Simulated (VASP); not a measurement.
# LiH (I4/mmm) in VASP: settings compared

One crystal, LiH, is run at these levels: PBE, r2SCAN; tasks: single point.

Everything below comes from runs of VASP 6.6.1. Logs are shortened: lines on timing, memory, paths and dates and some standing lists are left out, and cuts for length are marked.

### 1 The cell of the first run

It takes space group I4/mmm (No. 139, tetragonal). Conventional cell: a = 3.002 Å, b = 3.002 Å, c = 3.930 Å, α = 90.00°, β = 90.00°, γ = 90.00°. Around Li (site symmetry 4/mmm) lie 6 H at 1.97 to 2.12 Å. Around H (site symmetry 4/mmm) lie 6 Li at 1.97 to 2.12 Å.

The cell was built by a generator and needn't be a form met in nature.

### 2 Single point, PBE (epitaxial_xy strain +6.0%)

File INCAR:

```
SYSTEM = LiH
PREC     = Accurate       ! precision mode
ENCUT    = 520            ! plane-wave cutoff, eV
EDIFF    = 1E-6           ! SCF threshold, eV
ISMEAR   = -1             ! smearing method
SIGMA    = 0.02           ! smearing width, eV
LREAL    = .False.        ! projectors in reciprocal space
LASPH    = .True.         ! aspherical terms in the spheres
NELM     = 60             ! most SCF steps
ALGO     = Normal         ! electronic algorithm
ISIF     = 2              ! what is computed and relaxed
LWAVE    = .False.        ! write WAVECAR
LCHARG   = .True.         ! write CHGCAR
GGA      = PE             ! functional
LELF     = .True.         ! ELF
LVHAR    = .True.       
NBANDS   = 9              ! bands
```

File KPOINTS:

```
regular mesh
0
Gamma
  10 10 10
  0 0 0
```

File POSCAR:

```
LiH
1.0
    0.0000000000      2.1227739869      1.9651323401
    2.1227739869      0.0000000000      1.9651323401
    2.1227739869      2.1227739869      0.0000000000
Li H
1 1
Direct
    0.0000000000      0.0000000000      0.0000000000
    0.5000000000      0.5000000000      0.5000000000
```

Potentials or basis: VASP PAW PBE potentials, release 64 (Li_sv, H).

Run with:

```bash
$ cat potpaw_PBE.64/Li_sv/POTCAR potpaw_PBE.64/H/POTCAR > POTCAR
$ mpirun -np 1 vasp_std > vasp.out
```

OUTCAR:

```text
SYSTEM = LiH
   PREC = Accurate
   ENCUT = 520
   EDIFF = 1E-6
   ISMEAR = -1
   LREAL = .False.
   LASPH = .True.
   NELM = 60
   ISIF = 2
   GGA = PE

 ion  position               nearest neighbor table
   1  0.000  0.000  0.000-
   2  0.500  0.500  0.500-

  LATTYP: Found a body centered tetragonal cell.
 ALAT       =     3.0020557621
 C/A-ratio  =     1.3091910982

  Lattice vectors:

 A1 = (   0.0000000000,  -2.1227739869,  -1.9651323401)
 A2 = (   0.0000000000,   2.1227739869,  -1.9651323401)
 A3 = (   2.1227739869,   0.0000000000,   1.9651323401)

Analysis of symmetry for initial positions (statically):
=====================================================================
 Subroutine PRICEL returns:
 Original cell was already a primitive cell.

 Routine SETGRP: Setting up the symmetry group for a
 body centered tetragonal supercell.

 Subroutine GETGRP returns: Found 16 space group operations
 (whereof 16 operations were pure point group operations)
 out of a pool of 16 trial point group operations.

The static configuration has the point symmetry D_4h.

Analysis of symmetry for dynamics (positions and initial velocities):
=====================================================================
 Subroutine PRICEL returns:
 Original cell was already a primitive cell.

 Routine SETGRP: Setting up the symmetry group for a
 body centered tetragonal supercell.

 Subroutine GETGRP returns: Found 16 space group operations
 (whereof 16 operations were pure point group operations)
 out of a pool of 16 trial point group operations.

The dynamic configuration has the point symmetry D_4h.

 Subroutine INISYM returns: Found 16 space group operations
 (whereof 16 operations are pure point group operations),
 and found     1 'primitive' translations

----------------------------------------------------------------------------------------

                                     Primitive cell

  volume of cell :      17.7104

  direct lattice vectors                    reciprocal lattice vectors
     0.000000000  2.122773987  1.965132340    -0.235540855  0.235540855  0.254435790
     2.122773987  0.000000000  1.965132340     0.235540855 -0.235540855  0.254435790
     2.122773987  2.122773987  0.000000000     0.235540855  0.235540855 -0.254435790

  length of vectors
     2.892734781  2.892734781  3.002055762     0.419161735  0.419161735  0.419161735

  position of ions in fractional coordinates (direct lattice)
     0.000000000  0.000000000  0.000000000
     0.500000000  0.500000000  0.500000000

  ion indices of the primitive-cell ions
   primitive index   ion index
                 1           1
                 2           2

----------------------------------------------------------------------------------------

 KPOINTS: regular mesh

Automatic generation of k-mesh.
 Grid dimensions read from file:
 generate k-points for:   10   10   10

 Generating k-lattice:

  Cartesian coordinates                     Fractional coordinates (reciprocal lattice)
    -0.023554086  0.023554086  0.025443579     0.100000000  0.000000000  0.000000000
     0.023554086 -0.023554086  0.025443579     0.000000000  0.100000000  0.000000000
     0.023554086  0.023554086 -0.025443579    -0.000000000 -0.000000000  0.100000000

  Length of vectors
     0.041916174  0.041916174  0.041916174

  Shift w.r.t. Gamma in fractional coordinates (k-lattice)
     0.000000000  0.000000000  0.000000000

 Subroutine IBZKPT returns following result:
 ===========================================

 Found    102 irreducible k-points:

 Following reciprocal coordinates:
            Coordinates               Weight
  0.000000  0.000000  0.000000      1.000000
  0.100000 -0.000000  0.000000      8.000000
  0.200000 -0.000000  0.000000      8.000000
  0.300000 -0.000000  0.000000      8.000000
  0.400000  0.000000  0.000000      8.000000
  0.500000 -0.000000  0.000000      4.000000
[... 16 lines left out ...]
  0.300000  0.300000  0.000000      2.000000
  0.400000  0.300000  0.000000      8.000000
 [... further k-points ...]
   k-points           NKPTS =    102   k-points in BZ     NKDIM =    102   number of bands    NBANDS=      9
   number of dos      NEDOS =    301   number of ions     NIONS =      2
   total plane-waves  NPLWV =  13824
   dimension x,y,z NGX =    24 NGY =   24 NGZ =   24
   dimension x,y,z NGXF=    48 NGYF=   48 NGZF=   48
   ions per type =               1   1
   NGX,Y,Z   is equivalent  to a cutoff of  13.79, 13.79, 13.29 a.u.
   NGXF,Y,Z  is equivalent  to a cutoff of  27.59, 27.59, 26.58 a.u.
 SYSTEM =  LiH
   PREC   = accura    normal or accurate (medium, high low for compatibility)
   ISTART =      0    job   : 0-new  1-cont  2-samecut
   ICHARG =      2    charge: 1-file 2-atom 10-const
   ISPIN  =      1    spin polarized calculation?
   LNONCOLLINEAR =      F non collinear calculations
   LSORBIT =      F    spin-orbit coupling
   LASPH  =      T    aspherical Exc in radial PAW
   ENCUT  =  520.0 eV  38.22 Ry    6.18 a.u.   5.38  5.38  5.58*2*pi/ulx,y,z
   NELM   =     60;   NELMIN=  2; NELMDL= -5     # of ELM steps
   EDIFF  = 0.1E-05   stopping-criterion for ELM
   LREAL  =      F    real-space projection
[... 7 lines left out ...]
   TEBEG  =    0.0;   TEEND  =   0.0 temperature during run
   PSTRESS=    0.0 pullay stress
   NELECT =       4.0000    total number of electrons
   NUPDOWN=      -1.0000    fix difference up-down
   EMIN   =  10.00;   EMAX   =-10.00  energy-range for DOS
   EFERMI =   0.00;   METHOD = LEGACY
   ISMEAR =    -1;   SIGMA  =   0.02  broadening in eV -4-tet -1-fermi 0-gaus
   EFERMI_NEDOS =   21; number of points for ismear=-14 and -15
   IALGO  =     38    algorithm
   IMIX   =      4    mixing-type and parameters
     AMIX     =   0.40;   BMIX     =  1.00
     AMIX_MAG =   1.60;   BMIX_MAG =  1.00
  volume/ion in A,a.u.               =       8.86        59.76
  Fermi-wavevector in a.u.,A,eV,Ry     =   0.996977  1.884013 13.523684  0.993963
  Thomas-Fermi vector in A             =   2.129102
   LORBIT       =      0    0 simple, 1 ext, 2 COOP (PROOUT), +10 PAW based schemes
   GGA     = PE    functional components
   LHFCALC =     F    Hartree Fock is set to
   AEXX    =    0.0000 exact exchange contribution
   IVDW    =     0    specifies the selected vdW correction
   LEPSILON=     F    determine dielectric tensor
   LRPA    =     F    only Hartree local field effects (RPA)
 non-spin polarized calculation
  energy-cutoff  :      520.00
  volume of cell :       17.71
 maximum number of plane-waves:       499
 NGX is ok and might be reduce to    24
   NGX = 11   NGY = 11   NGZ = 11

 number of electron       4.0000005 magnetization

 Free energy of the ion-electron system (eV)
  ---------------------------------------------------
  ext. energy  EPLUGINS =         0.00000000
  ---------------------------------------------------
  free energy    TOTEN  =        -6.09985961 eV

  energy without entropy =       -6.09985961  energy(sigma->0) =       -6.09985961

 E-fermi :   0.5707     XC(G=0):  -8.2029

 val. band max:        0.0233711857   @ k =   0.5000   0.5000   0.0000
 cond. band min:       2.3991678943   @ k =   0.5000   0.0000   0.5000
 fundamental gap:      2.3757967085
 Fermi energy:         0.5706820943

 k-point     1 :       0.0000    0.0000    0.0000
  band No.  band energies     occupation
      1     -44.7209      2.00000
      2      -5.4039      2.00000
      3      14.4581      0.00000
      4      16.2265      0.00000
      5      16.8708      0.00000
      6      16.8708      0.00000
      7      21.0992      0.00000
      8      21.0992      0.00000
      9      21.5050      0.00000

 k-point     2 :       0.1000   -0.0000    0.0000
  band No.  band energies     occupation
      1     -44.7178      2.00000
      2      -5.2334      2.00000
      3      13.2527      0.00000
      4      15.5672      0.00000
      5      16.2648      0.00000
      6      16.3611      0.00000
      7      20.6399      0.00000
      8      21.8570      0.00000
      9      22.0442      0.00000

 k-point     3 :       0.2000   -0.0000    0.0000
  band No.  band energies     occupation
      1     -44.7096      2.00000
      2      -4.7348      2.00000
      3      10.3942      0.00000
      4      14.1991      0.00000
      5      15.5418      0.00000
      6      15.9821      0.00000
      7      20.5328      0.00000
      8      21.1692      0.00000
      9      23.1117      0.00000

 k-point     4 :       0.3000   -0.0000    0.0000
  band No.  band energies     occupation
      1     -44.6996      2.00000
      2      -3.9679      2.00000
      3       7.4887      0.00000
      4      13.1644      0.00000
      5      14.9627      0.00000
      6      15.9271      0.00000
      7      18.7257      0.00000
      8      20.7006      0.00000
      9      23.1016      0.00000
[... 205 lines left out ...]
 k-point    22 :      -0.2000    0.2000    0.0000
  band No.  band energies     occupation
      1     -44.6970      2.00000
      2      -3.6829      2.00000
      3       8.9423      0.00000
      4       9.1819      0.00000
      5      14.5655      0.00000
      6      14.9023      0.00000
      7      20.3786      0.00000
      8      22.1302      0.00000
      9      23.7647      0.00000

 k-point    23 :       0.3000    0.3000    0.0000
  band No.  band energies     occupation
      1     -44.6892      2.00000
      2      -3.1353      2.00000
      3       8.6090      0.00000
      4      10.7724      0.00000
      5      10.7724      0.00000
      6      13.9025      0.00000
      7      16.0426      0.00000
      8      26.8484      0.00000
      9      27.8720      0.00000

 k-point    24 :       0.4000    0.3000    0.0000
  band No.  band energies     occupation
      1     -44.6826      2.00000
      2      -2.2477      2.00000
      3       6.7568      0.00000
      4       9.3279      0.00000
      5      10.2807      0.00000
      6      14.5273      0.00000
      7      15.7694      0.00000
      8      27.1277      0.00000
      9      27.6321      0.00000

 [... further k-points ...]

------------------------ aborting loop because EDIFF is reached ----------------------------------------

  FORCE on cell =-STRESS in cart. coord.  units (eV):
  Direction    XX          YY          ZZ          XY          YZ          ZX
  --------------------------------------------------------------------------------------
  -------------------------------------------------------------------------------------
  Total       -0.4621530     -0.4621530     -0.0206216      0.0000000      0.0000000      0.0000000
  in kB      -41.8087358    -41.8087358     -1.8655400      0.0000000      0.0000000      0.0000000
  external PRESSURE =     -28.4943372 kB  Pullay stress =       0.0000000 kB

 VOLUME and BASIS-vectors are now :
 -----------------------------------------------------------------------------
  energy-cutoff  :      520.00
  volume of cell :       17.71
      direct lattice vectors                 reciprocal lattice vectors
     0.000000000  2.122773987  1.965132340    -0.235540855  0.235540855  0.254435790
     2.122773987  0.000000000  1.965132340     0.235540855 -0.235540855  0.254435790
     2.122773987  2.122773987  0.000000000     0.235540855  0.235540855 -0.254435790

 POSITION                                       TOTAL-FORCE (eV/Angst)
 -----------------------------------------------------------------------------------
      0.00000      0.00000      0.00000        -0.000000     -0.000000     -0.000000
      2.12277      2.12277      1.96513         0.000000      0.000000      0.000000
 -----------------------------------------------------------------------------------
    total drift:                                0.000000     -0.000000     -0.000000

  FREE ENERGIE OF THE ION-ELECTRON SYSTEM (eV)
  ---------------------------------------------------
  free  energy   TOTEN  =        -6.0998596141 eV

  energy  without entropy=       -6.0998596141  energy(sigma->0) =       -6.09985961
```

It took 5.6 s on 1 thread of Intel Xeon 6975P-C (Granite Rapids), shared host; peak memory 0.14 GiB.

Results:

```
Free energy            : -6.0999 eV
Band gap on the k mesh : 2.38 eV, indirect (least direct gap 2.92 eV)
```

Caveat: the cutoff is under 1.25 times the usual one of these potentials, so pressure, stress and relaxed cells hold a basis-set (Pulay) error. A k mesh can miss the band edges.

### 3 Single point, r2SCAN (epitaxial_xy strain +6.0%)

POSCAR is that of step 2.

File INCAR.step1:

```
ALGO     = Normal         # electronic algorithm
EDIFF    = 1E-4           # SCF threshold, eV
ENCUT    = 520            # plane-wave cutoff, eV
GGA      = PE             # functional
ISMEAR   = 0              # smearing method
LASPH    = True           # aspherical terms in the spheres
LCHARG   = False          # write CHGCAR
LREAL    = False          # projectors in reciprocal space
LWAVE    = True           # write WAVECAR
NBANDS   = 9              # bands
NELM     = 100            # most SCF steps
PREC     = Accurate       # precision mode
SIGMA    = 0.01           # smearing width, eV
```

File INCAR.step2:

```
ALGO     = Normal         # electronic algorithm
EDIFF    = 1E-7           # SCF threshold, eV
ENCUT    = 520            # plane-wave cutoff, eV
ISIF     = 2              # what is computed and relaxed
ISMEAR   = 0              # smearing method
ISTART   = 1            
LASPH    = True           # aspherical terms in the spheres
LCHARG   = False          # write CHGCAR
LMIXTAU  = True         
LREAL    = False          # projectors in reciprocal space
LWAVE    = False          # write WAVECAR
METAGGA  = R2SCAN         # meta-GGA
NBANDS   = 9              # bands
NELM     = 100            # most SCF steps
PREC     = Accurate       # precision mode
SIGMA    = 0.01           # smearing width, eV
```

File KPOINTS:

```
k-points
0
Gamma
  10 10 10
```

Potentials or basis: VASP PAW PBE potentials, release 64 (Li_sv, H).

Run with:

```bash
$ cat potpaw_PBE.64/Li_sv/POTCAR potpaw_PBE.64/H/POTCAR > POTCAR
$ cp INCAR.step1 INCAR
$ mpirun -np 1 vasp_std > vasp.out
$ cp INCAR.step2 INCAR
$ mpirun -np 1 vasp_std > vasp.out
```

It took 26 s on 1 thread of Intel Xeon 6975P-C (Granite Rapids), shared host; peak memory 0.14 GiB.

It converged, with:

- Free energy: -6.7879 eV
- Band gap on the k mesh: 2.95 eV, indirect (least direct gap 3.49 eV)

Levels at points of the mesh, in eV from the valence-band top:
| k point | band 1 | band 2 | band 3 | band 4 | band 5 | band 6 |
| --- | --- | --- | --- | --- | --- | --- |
| (0.00, 0.00, 0.00) | -46.17 | -5.44 | 15.88 | 17.58 | 18.32 | 18.32 |
| (0.50, 0.00, 0.00) | -46.14 | -2.73 | 5.09 | 13.50 | 16.15 | 17.70 |
| (0.50, 0.50, 0.00) | -46.12 | 0.00 | 4.00 | 10.10 | 10.10 | 13.35 |
| (0.50, 0.00, 0.50) | -46.13 | -0.54 | 2.95 | 11.03 | 11.70 | 14.55 |

Caveat: the cutoff is under 1.25 times the usual one of these potentials, so pressure, stress and relaxed cells hold a basis-set (Pulay) error; the PAW data sets were made with another functional, which shifts forces and pressure a little. A k mesh can miss the band edges.

### 4 Single point, PBE (uniaxial_x strain +4.1%)

File INCAR:

```
SYSTEM = LiH
PREC     = Accurate       ! precision mode
ENCUT    = 520            ! plane-wave cutoff, eV
EDIFF    = 1E-6           ! SCF threshold, eV
ISMEAR   = -1             ! smearing method
SIGMA    = 0.02           ! smearing width, eV
LREAL    = .FALSE.        ! projectors in reciprocal space
LASPH    = .TRUE.         ! aspherical terms in the spheres
NELM     = 80             ! most SCF steps
ALGO     = Fast           ! electronic algorithm
ISIF     = 2              ! what is computed and relaxed
LWAVE    = .FALSE.        ! write WAVECAR
LCHARG   = .FALSE.        ! write CHGCAR
GGA      = PE             ! functional
NBANDS   = 9              ! bands
```

File KPOINTS:

```
Automatic mesh
0
G
  10 10 10
  0 0 0
```

File POSCAR:

```
LiH
1.0
    0.0000000000      2.0029948923      2.0029948923
    2.0853179824      0.0000000000      2.0029948923
    2.0853179824      2.0029948923      0.0000000000
Li H
1 1
Direct
    0.0000000000      0.0000000000      0.0000000000
    0.5000000000      0.5000000000      0.5000000000
```

Potentials or basis: VASP PAW PBE potentials, release 64 (Li_sv, H).

Run with:

```bash
$ cat potpaw_PBE.64/Li_sv/POTCAR potpaw_PBE.64/H/POTCAR > POTCAR
$ mpirun -np 1 vasp_std > vasp.out
```

OUTCAR:

```text
SYSTEM = LiH
   PREC = Accurate
   ENCUT = 520
   EDIFF = 1E-6
   ISMEAR = -1
   LREAL = .FALSE.
   LASPH = .TRUE.
   NELM = 80
   ISIF = 2
   GGA = PE

 ion  position               nearest neighbor table
   1  0.000  0.000  0.000-
   2  0.500  0.500  0.500-

  LATTYP: Found a body centered tetragonal cell.
 ALAT       =     2.8326625421
 C/A-ratio  =     1.4723377398

  Lattice vectors:

[... 473 lines left out ...]
      9      29.5704      0.00000

 [... further k-points ...]

------------------------ aborting loop because EDIFF is reached ----------------------------------------

  FORCE on cell =-STRESS in cart. coord.  units (eV):
  Direction    XX          YY          ZZ          XY          YZ          ZX
  --------------------------------------------------------------------------------------
  -------------------------------------------------------------------------------------
  Total       -0.3163781     -0.0720883     -0.0720883      0.0000000      0.0000000      0.0000000
  in kB      -30.2938851     -6.9026126     -6.9026126      0.0000000      0.0000000      0.0000000
  external PRESSURE =     -14.6997034 kB  Pullay stress =       0.0000000 kB

 VOLUME and BASIS-vectors are now :
 -----------------------------------------------------------------------------
  energy-cutoff  :      520.00
  volume of cell :       16.73
      direct lattice vectors                 reciprocal lattice vectors
     0.000000000  2.002994892  2.002994892    -0.239771586  0.249626198  0.249626198
     2.085317982  0.000000000  2.002994892     0.239771586 -0.249626198  0.249626198
     2.085317982  2.002994892  0.000000000     0.239771586  0.249626198 -0.249626198

 POSITION                                       TOTAL-FORCE (eV/Angst)
 -----------------------------------------------------------------------------------
      0.00000      0.00000      0.00000         0.000000      0.000000     -0.000000
      2.08532      2.00299      2.00299        -0.000000     -0.000000      0.000000
 -----------------------------------------------------------------------------------
    total drift:                                0.000000     -0.000000     -0.000000

  FREE ENERGIE OF THE ION-ELECTRON SYSTEM (eV)
  ---------------------------------------------------
  free  energy   TOTEN  =        -6.1209595609 eV

  energy  without entropy=       -6.1209595609  energy(sigma->0) =       -6.12095956
```

Wall time 8.6 s (1 thread of Intel Xeon 6975P-C (Granite Rapids), shared host); peak memory 0.14 GiB.

Results:

```yaml
Free_energy: -6.1210 eV
Band_gap_on_the_k_mesh: 2.57 eV, indirect (least direct gap 2.88 eV)
```

Caveat: the cutoff is under 1.25 times the usual one of these potentials, so pressure, stress and relaxed cells hold a basis-set (Pulay) error.

### 5 Overview

| level | cell | smearing | gap on the mesh (eV) |
| --- | --- | --- | --- |
| PBE | epitaxial_xy strain +6.0% | fermi-dirac 0.02 eV | 2.38 |
| r2SCAN | epitaxial_xy strain +6.0% | gaussian 0.01 eV | 2.95 |
| PBE | uniaxial_x strain +4.1% | fermi-dirac 0.02 eV | 2.57 |

Alike in all rows: task single point; potentials or basis VASP PAW PBE potentials, release 64 (Li_sv, H); no spin polarisation; k mesh 10 × 10 × 10; cutoff (eV) 520.

Caveats: the cutoff is under 1.25 times the usual one of these potentials, so pressure, stress and relaxed cells hold a basis-set (Pulay) error; the PAW data sets were made with another functional, which shifts forces and pressure a little (some runs).

Absolute energies hang on the potentials; compare differences alone.
